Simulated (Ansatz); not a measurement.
# Palladium, bcc under RPBE: ground state and equation of state

What does RPBE give for palladium in the bcc structure? We relax it, solve it on a dense k-mesh, then scale the cell to 7 volumes from 88 to 112 % of the relaxed one and try a fit of the equation of state. Spin polarisation is left out. The k-meshes are 14×14×14 for the relaxation; 23×23×23 for the dense run; 16×16×16 for the volumes.

This is Pd in the bcc structure; at room conditions it is fcc.

Computed with Ansatz 0.2.0 (DFT RPBE, plane waves (420 eV) with PAW, scalar-relativistic; PAW files made under PBE, frozen cores solved again for the functional, unless a step says otherwise).

## Step 1: The starting structure

It takes space group Im-3m (No. 229, cubic). The conventional cell has a = 3.087 Å, b = 3.087 Å, c = 3.087 Å, α = 90.00°, β = 90.00°, γ = 90.00°. Pd (site symmetry m-3m) has 8 Pd at 2.67 Å as nearest neighbours.

As a file:

```
Pd
1.0
    -1.54367    1.54367    1.54367
     1.54367   -1.54367    1.54367
     1.54367    1.54367   -1.54367
Pd
1
Cartesian
  0.0000 0.0000 0.0000
```

## Step 2: Geometry optimisation

Contents of input.yaml:

```yaml
crystal:
  lattice:
    - [-1.543668153, 1.543668153, 1.543668153]
    - [1.543668153, -1.543668153, 1.543668153]
    - [1.543668153, 1.543668153, -1.543668153]
  atoms:
    - { symbol: Pd, position: [0.0, 0.0, 0.0] }
hamiltonian:
  xc: rpbe
  pseudopotentials:
    kind: paw
    azcp:
      Pd: "pseudopotentials/Pd.paw.azcp"
basis:
  ecutwfc: 420
  fft_grid_basis: typed
kpoints:
  mp_grid: { grid: [14, 14, 14], shift: [0, 0, 0] }
magnetization:
  spin_polarized: false
scf:
  occupations: { method: fermi_dirac, width: 0.1 }
relax:
  max_steps: 60
  f_tol: 0.01
  cell: {}
```

Run with:

```sh
$ ansatz run input.yaml --threads 2 --pin off --max-ram 5120MiB --backend cpu --events-out ev --progress --plain --runs-dir out
```

The runs that follow: The energy on a finer k-mesh; The cell scaled to 88 % of its volume; The cell scaled to 92 % of its volume; The cell scaled to 96 % of its volume; The cell scaled to 100 % of its volume; The cell scaled to 104 % of its volume; The cell scaled to 108 % of its volume; The cell scaled to 112 % of its volume.

What does the calculation give? Wanted: space group; conventional cell; volume; shortest distance; gap on the mesh; relative to fcc; V₀, B₀, B₀′.

**Answer**, as computed:

```
                      quantity                         value
space group (spins left aside)               Im-3m (No. 229)
             conventional cell                   a = 3.171 Å
                        volume                15.938 Å³/atom
             shortest distance                       2.746 Å
               gap on the mesh  none (levels filled in part)
               relative to fcc                  +42 meV/atom
                   V₀, B₀, B₀′  15.901 Å³/atom, 144 GPa, 5.6
```

What this shows: The relaxation enlarged the cell by 8.3 % in volume. Against the reference form of palladium (fcc, computed apart with the same settings) it stands 42 meV/atom higher. Levels at the Fermi energy are filled in part, as in a metal. B₀ comes out at 144 GPa. Relaxation kept the symmetry; phonons were not checked.
